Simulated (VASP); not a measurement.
# GdN (Fm-3m) in VASP: further runs

The runs below take GdN through single point, with PBE+U.

Program: VASP 6.6.1. These are calculated values, not measurements. Logs are shortened: lines on timing, memory, paths and dates and some standing lists are left out, and cuts for length are marked.

**1. The crystal as given**

Symmetry: Fm-3m, No. 225, cubic system. The conventional cell has a = 5.010 Å, b = 5.010 Å, c = 5.010 Å, α = 90.00°, β = 90.00°, γ = 90.00°. Around Gd (site symmetry m-3m) lie 6 N at 2.50 Å. N (site symmetry m-3m) has 6 Gd at 2.50 Å as nearest neighbours.

The cell comes from a database or a generator and needn't be the stable form of this composition.

**2. Single point, PBE+U, collinear spin, ferromagnetic start**

File INCAR:

```
SYSTEM = GdN
PREC = Accurate
ENCUT = 520
EDIFF = 1E-6
ISMEAR = -1
SIGMA = 0.05
LREAL = .False.
LASPH = .True.
NELM = 120
ALGO = Normal
ISIF = 2
LWAVE = .False.
LCHARG = .False.
ISPIN = 2
MAGMOM = 7 7 0 0
LORBIT = 11
LMAXMIX = 6
LDAU = .True.
LDAUTYPE = 2
LDAUL = 3 -1
LDAUU = 8 0
LDAUJ = 0 0
LDAUPRINT = 1
GGA = PE
```

File KPOINTS:

```
regular mesh
0
Gamma
  8 8 6
  0 0 0
```

File POSCAR:

```
GdN
1.0
    2.5050000000     -2.5050000000      0.0000000000
    2.5050000000      2.5050000000      0.0000000000
    0.0000000000      0.0000000000      5.0100000000
Gd N
2 2
Direct
    0.0000000000      0.0000000000      0.0000000000
    0.5000000000      0.5000000000      0.5000000000
    0.5000000000      0.5000000000      0.0000000000
    0.0000000000      0.0000000000      0.5000000000
```

Potentials or basis: VASP PAW PBE potentials, release 64 (Gd, N).

Launch:

```sh
cat potpaw_PBE.64/Gd/POTCAR potpaw_PBE.64/N/POTCAR > POTCAR
mpirun -np 1 vasp_std > vasp.out
```

OUTCAR:

```text
SYSTEM = GdN
   PREC = Accurate
   ENCUT = 520
   EDIFF = 1E-6
   ISMEAR = -1
   LREAL = .False.
   LASPH = .True.
   NELM = 120
   ISIF = 2
   ISPIN = 2
   LORBIT = 11
   GGA = PE

 ion  position               nearest neighbor table
   1  0.000  0.000  0.000-   3 2.50   4 2.50   4 2.50   3 2.50   3 2.50   3 2.50   2 3.54   2 3.54
                             2 3.54   2 3.54   2 3.54   2 3.54   2 3.54   2 3.54
   2  0.500  0.500  0.500-   3 2.50   4 2.50   3 2.50   4 2.50   4 2.50   4 2.50   1 3.54   1 3.54
                             1 3.54   1 3.54   1 3.54   1 3.54   1 3.54   1 3.54
   3  0.500  0.500  0.000-   1 2.50   2 2.50   2 2.50   1 2.50   1 2.50   1 2.50
   4  0.000  0.000  0.500-   1 2.50   2 2.50   1 2.50   2 2.50   2 2.50   2 2.50

  LATTYP: Found a simple tetragonal cell.
 ALAT       =     3.5426049737
 C/A-ratio  =     1.4142135624

  Lattice vectors:

 A1 = (   2.5050000000,  -2.5050000000,   0.0000000000)
 A2 = (   2.5050000000,   2.5050000000,   0.0000000000)
 A3 = (   0.0000000000,   0.0000000000,   5.0100000000)

Analysis of symmetry for initial positions (statically):
=====================================================================
 Subroutine PRICEL returns following result:

  LATTYP: Found a face centered cubic cell.
 ALAT       =     5.0100000000
[... 12 lines left out ...]
 Subroutine GETGRP returns: Found 16 space group operations
 (whereof 16 operations were pure point group operations)
 out of a pool of 16 trial point group operations.

The static configuration has the point symmetry D_4h.

Analysis of symmetry for dynamics (positions and initial velocities):
=====================================================================
 Subroutine PRICEL returns following result:

  LATTYP: Found a face centered cubic cell.
 ALAT       =     5.0100000000
[... 12 lines left out ...]
 Subroutine GETGRP returns: Found 16 space group operations
 (whereof 16 operations were pure point group operations)
 out of a pool of 16 trial point group operations.

The dynamic configuration has the point symmetry D_4h.

Analysis of structural, dynamic, and magnetic symmetry:
=====================================================================
 Subroutine PRICEL returns following result:

  LATTYP: Found a face centered cubic cell.
 ALAT       =     5.0100000000
[... 12 lines left out ...]
 Subroutine GETGRP returns: Found 16 space group operations
 (whereof 16 operations were pure point group operations)
 out of a pool of 16 trial point group operations.

The overall configuration has the point symmetry D_4h.

 Subroutine INISYM returns: Found 16 space group operations
 (whereof 16 operations are pure point group operations),
 and found     2 'primitive' translations

----------------------------------------------------------------------------------------

                                     Primitive cell

  volume of cell :      31.4379

  direct lattice vectors                    reciprocal lattice vectors
    -2.505000000  0.000000000 -2.505000000    -0.199600798  0.199600798 -0.199600798
     0.000000000 -2.505000000 -2.505000000     0.199600798 -0.199600798 -0.199600798
    -2.505000000 -2.505000000  0.000000000    -0.199600798 -0.199600798  0.199600798

  length of vectors
     3.542604974  3.542604974  3.542604974     0.345718724  0.345718724  0.345718724

  position of ions in fractional coordinates (direct lattice)
     0.000000000  0.000000000  0.000000000
[... 154 lines left out ...]
  o =  0.9912  v =  0.0000 -0.0000 -0.0000  0.0000  0.0000 -1.0000  0.0000  0.0000  0.0000  0.0000  0.0000  0.0000  0.0000  0.0000      0.0000  0.0000  0.0000  0.0000  0.0000  0.0000  0.0000  0.0000  0.0000  0.0000  0.0000  0.0000  0.0000  0.0000
  o =  0.9913  v = -0.6096  0.0000  0.7927  0.0000 -0.0003 -0.0000 -0.0002  0.0000  0.0000  0.0000  0.0000  0.0000  0.0000  0.0000      0.0000  0.0000  0.0000  0.0000  0.0000  0.0000  0.0000  0.0000  0.0000  0.0000  0.0000  0.0000  0.0000  0.0000
  o =  0.9913  v = -0.0002 -0.0000  0.0003  0.0000  0.7927  0.0000  0.6096  0.0000  0.0000  0.0000  0.0000  0.0000  0.0000  0.0000      0.0000  0.0000  0.0000  0.0000  0.0000  0.0000  0.0000  0.0000  0.0000  0.0000  0.0000  0.0000  0.0000  0.0000
  o =  0.9936  v = -0.0000  0.0000 -0.0000 -1.0000 -0.0000 -0.0000  0.0000  0.0000  0.0000  0.0000  0.0000  0.0000  0.0000  0.0000      0.0000  0.0000  0.0000  0.0000  0.0000  0.0000  0.0000  0.0000  0.0000  0.0000  0.0000  0.0000  0.0000  0.0000
  o =  0.9936  v =  0.7927  0.0000  0.6096 -0.0000 -0.0003  0.0000  0.0004  0.0000  0.0000  0.0000  0.0000  0.0000  0.0000  0.0000      0.0000  0.0000  0.0000  0.0000  0.0000  0.0000  0.0000  0.0000  0.0000  0.0000  0.0000  0.0000  0.0000  0.0000
  o =  0.9936  v = -0.0004  0.0000 -0.0003  0.0000 -0.6096  0.0000  0.7927  0.0000  0.0000  0.0000  0.0000  0.0000  0.0000  0.0000      0.0000  0.0000  0.0000  0.0000  0.0000  0.0000  0.0000  0.0000  0.0000  0.0000  0.0000  0.0000  0.0000  0.0000

atom =   2  type =  1  l = 3

 onsite density matrix

spin component  1

  0.9928  0.0000  0.0012  0.0000  0.0000  0.0000  0.0000
  0.0000  0.9899  0.0000  0.0000 -0.0000 -0.0000  0.0000
  0.0012  0.0000  0.9921  0.0000 -0.0000 -0.0000  0.0000
  0.0000  0.0000  0.0000  0.9936  0.0000  0.0000  0.0000
  0.0000 -0.0000 -0.0000  0.0000  0.9921 -0.0000 -0.0012
  0.0000 -0.0000 -0.0000  0.0000 -0.0000  0.9912 -0.0000
  0.0000  0.0000  0.0000  0.0000 -0.0012 -0.0000  0.9928

spin component  2

  0.0062 -0.0000  0.0027 -0.0000  0.0000  0.0000  0.0000
 -0.0000  0.0003  0.0000 -0.0000 -0.0000 -0.0000 -0.0000
  0.0027  0.0000  0.0048  0.0000 -0.0000  0.0000 -0.0000
 -0.0000 -0.0000  0.0000  0.0083  0.0000  0.0000 -0.0000
  0.0000 -0.0000 -0.0000  0.0000  0.0048 -0.0000 -0.0027
  0.0000 -0.0000  0.0000  0.0000 -0.0000  0.0027 -0.0000
  0.0000 -0.0000 -0.0000 -0.0000 -0.0027 -0.0000  0.0062

 occupancies and eigenvectors

  o =  0.0003  v =  0.0000  0.0000  0.0000  0.0000  0.0000  0.0000  0.0000  0.0000  1.0000 -0.0000  0.0000  0.0000  0.0000  0.0000      0.0000  0.0000  0.0000  0.0000  0.0000  0.0000  0.0000  0.0000  0.0000  0.0000  0.0000  0.0000  0.0000  0.0000
  o =  0.0027  v =  0.0000  0.0000  0.0000  0.0000  0.0000  0.0000  0.0000 -0.0000 -0.0000  0.0000 -0.0000  0.0000  1.0000  0.0000      0.0000  0.0000  0.0000  0.0000  0.0000  0.0000  0.0000  0.0000  0.0000  0.0000  0.0000  0.0000  0.0000  0.0000
  o =  0.0027  v =  0.0000  0.0000  0.0000  0.0000  0.0000  0.0000  0.0000 -0.6134  0.0000  0.7895 -0.0000  0.0159 -0.0000  0.0124      0.0000  0.0000  0.0000  0.0000  0.0000  0.0000  0.0000  0.0000  0.0000  0.0000  0.0000  0.0000  0.0000  0.0000
  o =  0.0027  v =  0.0000  0.0000  0.0000  0.0000  0.0000  0.0000  0.0000  0.0124 -0.0000 -0.0159 -0.0000  0.7895 -0.0000  0.6134      0.0000  0.0000  0.0000  0.0000  0.0000  0.0000  0.0000  0.0000  0.0000  0.0000  0.0000  0.0000  0.0000  0.0000
  o =  0.0083  v =  0.0000  0.0000  0.0000  0.0000  0.0000  0.0000  0.0000  0.0000  0.0000  0.0000 -1.0000  0.0000 -0.0000 -0.0000      0.0000  0.0000  0.0000  0.0000  0.0000  0.0000  0.0000  0.0000  0.0000  0.0000  0.0000  0.0000  0.0000  0.0000
  o =  0.0084  v =  0.0000  0.0000  0.0000  0.0000  0.0000  0.0000  0.0000  0.0006 -0.0000  0.0005  0.0000  0.6135  0.0000 -0.7897      0.0000  0.0000  0.0000  0.0000  0.0000  0.0000  0.0000  0.0000  0.0000  0.0000  0.0000  0.0000  0.0000  0.0000
  o =  0.0084  v =  0.0000  0.0000  0.0000  0.0000  0.0000  0.0000  0.0000  0.7897  0.0000  0.6135  0.0000 -0.0005  0.0000  0.0006      0.0000  0.0000  0.0000  0.0000  0.0000  0.0000  0.0000  0.0000  0.0000  0.0000  0.0000  0.0000  0.0000  0.0000
  o =  0.9899  v =  0.0000  1.0000 -0.0000  0.0000 -0.0000  0.0000  0.0000  0.0000  0.0000  0.0000  0.0000  0.0000  0.0000  0.0000      0.0000  0.0000  0.0000  0.0000  0.0000  0.0000  0.0000  0.0000  0.0000  0.0000  0.0000  0.0000  0.0000  0.0000
  o =  0.9912  v = -0.0000 -0.0000  0.0000 -0.0000  0.0000  1.0000  0.0000  0.0000  0.0000  0.0000  0.0000  0.0000  0.0000  0.0000      0.0000  0.0000  0.0000  0.0000  0.0000  0.0000  0.0000  0.0000  0.0000  0.0000  0.0000  0.0000  0.0000  0.0000
  o =  0.9913  v = -0.6096  0.0000  0.7927  0.0000  0.0004 -0.0000  0.0003  0.0000  0.0000  0.0000  0.0000  0.0000  0.0000  0.0000      0.0000  0.0000  0.0000  0.0000  0.0000  0.0000  0.0000  0.0000  0.0000  0.0000  0.0000  0.0000  0.0000  0.0000
  o =  0.9913  v =  0.0003  0.0000 -0.0004  0.0000  0.7927 -0.0000  0.6096  0.0000  0.0000  0.0000  0.0000  0.0000  0.0000  0.0000      0.0000  0.0000  0.0000  0.0000  0.0000  0.0000  0.0000  0.0000  0.0000  0.0000  0.0000  0.0000  0.0000  0.0000
  o =  0.9936  v = -0.0000 -0.0000 -0.0000  1.0000  0.0000  0.0000 -0.0000  0.0000  0.0000  0.0000  0.0000  0.0000  0.0000  0.0000      0.0000  0.0000  0.0000  0.0000  0.0000  0.0000  0.0000  0.0000  0.0000  0.0000  0.0000  0.0000  0.0000  0.0000
  o =  0.9936  v =  0.7927  0.0000  0.6096  0.0000 -0.0000  0.0000  0.0000  0.0000  0.0000  0.0000  0.0000  0.0000  0.0000  0.0000      0.0000  0.0000  0.0000  0.0000  0.0000  0.0000  0.0000  0.0000  0.0000  0.0000  0.0000  0.0000  0.0000  0.0000
  o =  0.9936  v =  0.0000  0.0000  0.0000 -0.0000  0.6096  0.0000 -0.7927  0.0000  0.0000  0.0000  0.0000  0.0000  0.0000  0.0000      0.0000  0.0000  0.0000  0.0000  0.0000  0.0000  0.0000  0.0000  0.0000  0.0000  0.0000  0.0000  0.0000  0.0000

 number of electron      45.9999996 magnetization      14.0000756

 Free energy of the ion-electron system (eV)
  ---------------------------------------------------
  ext. energy  EPLUGINS =         0.00000000
  ---------------------------------------------------
  free energy    TOTEN  =       -45.43780728 eV

  energy without entropy =      -45.43629435  energy(sigma->0) =      -45.43705081

 E-fermi :   3.6965     XC(G=0): -11.5023

 val. band max:        3.6925001794   @ k =   0.0000   0.0000   0.1667
 cond. band min:       3.7207521156   @ k =   0.3750   0.3750   0.0000
 fundamental gap:      0.0282519362
 Fermi energy:         3.6964920983

 spin component 1

 k-point     1 :       0.0000    0.0000    0.0000
  band No.  band energies     occupation
      1     -40.0294      1.00000
      2     -39.9166      1.00000
      3     -17.8665      1.00000
      4     -17.3542      1.00000
      5     -17.3542      1.00000
      6     -17.0290      1.00000
[... 1769 lines left out ...]
     33      10.3563      0.00000
     34      10.3563      0.00000

 [... further k-points ...]

------------------------ aborting loop because EDIFF is reached ----------------------------------------

  FORCE on cell =-STRESS in cart. coord.  units (eV):
  Direction    XX          YY          ZZ          XY          YZ          ZX
  --------------------------------------------------------------------------------------
  -------------------------------------------------------------------------------------
  Total        0.1379150      0.1379150      0.1158872      0.0000000     -0.0000000      0.0000000
  in kB        3.5143007      3.5143007      2.9529961      0.0000000     -0.0000000      0.0000000
  external PRESSURE =       3.3271991 kB  Pullay stress =       0.0000000 kB

 VOLUME and BASIS-vectors are now :
 -----------------------------------------------------------------------------
  energy-cutoff  :      520.00
  volume of cell :       62.88
      direct lattice vectors                 reciprocal lattice vectors
     2.505000000 -2.505000000  0.000000000     0.199600798 -0.199600798  0.000000000
     2.505000000  2.505000000  0.000000000     0.199600798  0.199600798  0.000000000
     0.000000000  0.000000000  5.010000000     0.000000000  0.000000000  0.199600798

 POSITION                                       TOTAL-FORCE (eV/Angst)
 -----------------------------------------------------------------------------------
      0.00000      0.00000      0.00000        -0.000000      0.000000      0.000000
      2.50500      0.00000      2.50500         0.000000     -0.000000     -0.000000
      2.50500      0.00000      0.00000         0.000000      0.000000      0.000000
      0.00000      0.00000      2.50500         0.000000      0.000000      0.000000
 -----------------------------------------------------------------------------------
    total drift:                                0.000000      0.000000      0.000000

  FREE ENERGIE OF THE ION-ELECTRON SYSTEM (eV)
  ---------------------------------------------------
  free  energy   TOTEN  =       -45.4378072789 eV

  energy  without entropy=      -45.4362943450  energy(sigma->0) =      -45.43705081

 total charge

# of ion       s       p       d       f       tot
--------------------------------------------------
    1        2.035   5.667   0.536   6.971  15.208
    2        2.035   5.667   0.536   6.971  15.208
    3        1.248   2.383   0.000   0.000   3.631
    4        1.248   2.383   0.000   0.000   3.631
--------------------------------------------------
tot          6.565  16.100   1.071  13.942  37.678

 magnetization (x)

# of ion       s       p       d       f       tot
--------------------------------------------------
    1       -0.006  -0.087   0.068   6.906   6.881
    2       -0.006  -0.087   0.068   6.906   6.881
    3       -0.009  -0.107   0.000   0.000  -0.116
    4       -0.009  -0.107   0.000   0.000  -0.116
--------------------------------------------------
tot         -0.030  -0.388   0.136  13.813  13.530
```

Wall time 18 min (1 thread of Intel Xeon Platinum 8559C (Emerald Rapids), shared host); peak memory 0.38 GiB.

Results:

- Free energy: -45.4378 eV
- Pressure: 0.3 GPa
- Band gap on the k mesh: none (metal or under the smearing width)
- Net moment: 14.00 μB per cell
- Site moments: Gd +6.88; N -0.12 μB
- Valence electrons inside the program's atomic spheres: Gd 15.21; N 3.63

Eigenvalues of the final occupation matrices:
```
    site  spin  trace                         eigenvalues
site 1 f     1   6.94  0.99 0.99 0.99 0.99 0.99 0.99 0.99
site 1 f     2   0.03  0.00 0.00 0.00 0.00 0.01 0.01 0.01
site 2 f     1   6.94  0.99 0.99 0.99 0.99 0.99 0.99 0.99
site 2 f     2   0.03  0.00 0.00 0.00 0.00 0.01 0.01 0.01
```

Caveat: spin-orbit coupling is left out, which moves the levels of the heavy elements.

**3. Single point, PBE+U, collinear spin, antiferromagnetic start**

Changes to INCAR since step 2:

```diff
@@ -14,3 +14,3 @@
 ISPIN = 2
-MAGMOM = 7 7 0 0
+MAGMOM = 7 -7 0 0
 LORBIT = 11
```

KPOINTS is that of step 2.

POSCAR is that of step 2.

Potentials or basis: VASP PAW PBE potentials, release 64 (Gd, N).

Launch:

```sh
cat potpaw_PBE.64/Gd/POTCAR potpaw_PBE.64/N/POTCAR > POTCAR
mpirun -np 1 vasp_std > vasp.out
```

Wall time 6 min (1 thread of Intel Xeon Platinum 8559C (Emerald Rapids), shared host); peak memory 0.33 GiB.

Results (log left out):

```yaml
Free_energy: -45.4226 eV
Pressure: 0.2 GPa
Band_gap_on_the_k_mesh: 0.03 eV
Net_moment: 0.00 μB per cell
Site_moments: Gd +6.87, -6.87; N -0.04, +0.04 μB
Valence_electrons_inside_the_program's_atomic_spheres: Gd 15.21; N 3.63
```

Stress tensor (GPa, compression positive):
```
0.13 0.00 0.00
0.00 0.13 0.00
0.00 0.00 0.21
```

Levels at points of the mesh, in eV from the valence-band top:
Spin up:
| k point | band 21 | band 22 | band 23 | band 24 | band 25 | band 26 |
| --- | --- | --- | --- | --- | --- | --- |
| (0.00, 0.00, 0.00) | -0.02 | 0.00 | 0.00 | 0.03 | 3.01 | 3.02 |
| (0.50, 0.00, 0.00) | -1.94 | -1.30 | -1.25 | 3.69 | 4.51 | 4.51 |
| (0.50, 0.50, 0.00) | -0.26 | -0.26 | -0.18 | 0.05 | 0.05 | 5.99 |
| (0.00, 0.00, 0.50) | -0.55 | -0.33 | -0.33 | 0.88 | 1.55 | 4.74 |
| (0.50, 0.00, 0.50) | -2.30 | -2.22 | -2.17 | 5.31 | 5.42 | 5.46 |
| (0.50, 0.50, 0.50) | -1.34 | -1.20 | -1.20 | 3.34 | 3.34 | 4.16 |
Spin down:
| k point | band 20 | band 21 | band 22 | band 23 | band 24 | band 25 | band 26 | band 27 |
| --- | --- | --- | --- | --- | --- | --- | --- | --- |
| (0.00, 0.00, 0.00) | -0.29 | -0.02 | 0.00 | 0.00 | 0.03 | 3.01 | 3.02 | 3.11 |
| (0.50, 0.00, 0.00) | -2.09 | -1.94 | -1.30 | -1.25 | 3.69 | 4.51 | 4.51 | 5.10 |
| (0.50, 0.50, 0.00) | -0.36 | -0.26 | -0.26 | -0.18 | 0.05 | 0.05 | 5.99 | 5.99 |
| (0.00, 0.00, 0.50) | -0.55 | -0.55 | -0.33 | -0.33 | 0.88 | 1.55 | 4.74 | 5.11 |
| (0.50, 0.00, 0.50) | -2.35 | -2.30 | -2.22 | -2.17 | 5.31 | 5.42 | 5.46 | 5.58 |
| (0.50, 0.50, 0.50) | -1.34 | -1.34 | -1.20 | -1.20 | 3.34 | 3.34 | 4.16 | 4.16 |

Eigenvalues of the final occupation matrices:
```
    site  spin  trace                         eigenvalues
site 1 f     1   6.95  0.99 0.99 0.99 0.99 0.99 0.99 0.99
site 1 f     2   0.03  0.00 0.00 0.00 0.00 0.01 0.01 0.01
site 2 f     1   0.03  0.00 0.00 0.00 0.00 0.01 0.01 0.01
site 2 f     2   6.95  0.99 0.99 0.99 0.99 0.99 0.99 0.99
```

Caveat: spin-orbit coupling is left out, which moves the levels of the heavy elements.
